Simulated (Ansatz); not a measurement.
Runs of Ansatz 0.2.0 on Al2Au. The structure is cubic, space group Fm-3m (No. 225). Conventional cell: a = 6.000 Å, b = 6.000 Å, c = 6.000 Å, α = 90.00°, β = 90.00°, γ = 90.00°. Au (site symmetry m-3m) has 8 Al at 2.60 Å as nearest neighbours. Al (site symmetry -43m) is surrounded by 4 Au at 2.60 Å. 

| level | cell | cutoff (eV) | target pressure (GPa) | gap on the mesh (eV) | pressure (GPa) | relaxed volume (Å³/atom) |
| --- | --- | --- | --- | --- | --- | --- |
| r2SCAN | relaxed | 500 | - | none | 0.0 | 18.07 |
| PBE | relaxed | 420 | - | none | 0.0 | (a) |
| PBEsol | relaxed to 10 GPa | 420 | 10 | none | 10.0 | - |
| PBEsol | relaxed to 5 GPa | 420 | 5 | none | 5.0 | - |
| BLYP | relaxed | 420 | - | none | 0.0 | 19.30 |

Alike in all rows: task relaxation of cell and atoms; potentials or basis Ansatz PAW; no spin polarisation; k mesh 8 × 8 × 8; smearing fermi-dirac 0.05 eV.

Task: Estimate the missing entries.

Result: (a) 18.55.

Caveats: the plane-wave basis is chosen anew once the cell has moved, so the energies of steps on either side of that aren't comparable; the PAW data sets come from PBE, with cores solved anew for the run's functional, which leaves a small shift of forces and pressure (some runs).

A k mesh can miss the band edges, and the runs leave out spin-orbit coupling on Au.

A gap of «none» marks a metal or a gap under the smearing width.
